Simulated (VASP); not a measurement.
# CO2 under changes of volume

One of the cells (14.094 Å³/atom); the others are scaled copies at fixed shape and fractional positions:

```
O C
1.0
     2.65337   -2.40319    0.00000
     2.65337    2.40319    0.00000
     0.00000    0.00000    6.63080
O C
4 2
Direct
  0.30651 0.69349 0.60816
  0.69349 0.30651 0.39184
  0.19349 0.80651 0.10816
  0.80651 0.19349 0.89184
  0.50000 0.50000 0.50000
  0.00000 0.00000 0.00000
```

The cell comes from a database or a generator and needn't be the stable form of this composition.

| Property | Result |
| --- | --- |
| Program | VASP 6.6.1 |
| Functional | PBEsol |
| Potentials or basis | VASP PAW PBE potentials, release 64 (O, C) |
| Cutoff | 520 eV |
| k mesh | 8 × 8 × 4 |
| Occupations | fermi-dirac, width 0.05 eV |
| Spin | no spin polarisation |

```tsv
volume (Å³/atom)	energy over the lowest point (meV/atom)	pressure (GPa)	gap on the mesh (eV)	largest force (eV/Å)
12.988	42.06	12.1	6.79	3.446
13.265	23.61	8.7	6.70	2.456
13.541	10.76	5.6	6.61	1.530
14.094	0.00	0.2	6.44	0.146
14.370	1.20	-2.1	6.36	0.905
14.647	?	?	?	?
```

Task: What does the run at 14.647 Å³/atom give?

Result: Energy over the lowest point 6.25 meV/atom; pressure -4.2 GPa; gap on the mesh 6.29 eV; largest force 1.615 eV/Å.

Worked out: A Birch-Murnaghan fit of order 3 (a polynomial in V^(-2/3)) to the other rows has its minimum at 14.15 Å³/atom with B0 = V·E''(V) = 124 GPa and B' = 3.6 at fixed shape and positions, which overstates the stiffness. It gives 6.34 meV/atom at 14.647 Å³/atom, against the run's 6.25, and -dE/dV = -4.0 GPa, against -4.2. A straight line through the other rows of the gap, of slope -4.26 eV per unit of ln V, extrapolates to 6.28 eV, against the run's 6.29.

Energies are extrapolated to zero smearing.

Caveats: the standard files for N, O and F lose accuracy on very short bonds; the PAW data sets were made with another functional, which shifts forces and pressure a little.

A mesh can miss the band edges.
